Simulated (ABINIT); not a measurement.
In in ABINIT: the effect of functional

The system is In.

```
In
1.0
    -1.88253    1.88253    1.88253
     1.88253   -1.88253    1.88253
     1.88253    1.88253   -1.88253
In
1
Cartesian
  0.0000 0.0000 0.0000
```

This isn't the form of In at room conditions, which is tetragonal.

Alike in all runs:

```yaml
Program: ABINIT 10.8.3 (patched build)
Task: single point
Potentials_or_basis: JTH PAW PBE v2.0
Cutoff: 707 eV
k_mesh: 10 × 10 × 10
Occupations: fermi-dirac, width 0.05 eV
Spin: no spin polarisation
```

One run gave: pressure -3.4 GPa. Which functional did it use?
A. r2SCAN
B. revPBE
C. RPBE
D. SCAN
E. LDA

E.

```csv
functional,pressure (GPa)
PBE,1.0
LDA,-3.4
PBEsol,-1.9
RPBE,2.6
BLYP,5.0
AM05,-1.8
r2SCAN,-0.5
SCAN,-0.5
revPBE,2.1
PW91,1.0
WC,-1.7
```

Caveats: the PAW data sets were made with another functional, which shifts forces and pressure a little (some runs).
